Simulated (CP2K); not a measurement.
Crystal: CsBr.

```
Cs Br
1.0
     4.32562    0.00000    0.00000
     0.00000    4.32562    0.00000
     0.00000    0.00000    4.32562
Cs Br
1 1
Direct
  0.00000 0.00000 0.00000
  0.50000 0.50000 0.50000
```

The cell comes from a database or a generator and needn't be the stable form of this composition.

Base run:

```yaml
Program: CP2K 2026.2
Functional: PBE
Potentials_or_basis: POTENTIAL_UZH Cs GTH-PBE0-q9, Br GTH-PBE0-q7; DZVP-MOLOPT-SR-GTH basis
Density_cutoff: 6123 eV
k_mesh: 6 × 6 × 6
Occupations: fermi-dirac, width 0.05 eV
Spin: no spin polarisation
```

Its results: band gap on the k mesh 4.50 eV, indirect (least direct gap 4.52 eV); pressure 0.6 GPa.

Q: The run is repeated on the same cell with these changes: potentials or basis from POTENTIAL_UZH Cs GTH-PBE0-q9, Br GTH-PBE0-q7; DZVP-MOLOPT-SR-GTH basis to POTENTIAL_UZH Cs GTH-SCAN-q9, Br GTH-SCAN-q7; DZVP-MOLOPT-SR-GTH basis; potentials from Cs GTH-PBE0-q9 of POTENTIAL_UZH, Br GTH-PBE0-q7 of POTENTIAL_UZH to Cs GTH-SCAN-q9 of POTENTIAL_UZH, Br GTH-SCAN-q7 of POTENTIAL_UZH. What comes out?

A: Band gap on the k mesh 4.56 eV, indirect (least direct gap 4.57 eV); pressure 0.7 GPa.

Caveats: spin-orbit coupling is left out, which moves the levels of the heavy elements; the basis of atomic orbitals isn't converged, which shifts pressures, moduli and gaps; the potentials were made for another functional, which shifts forces and pressure (some runs).
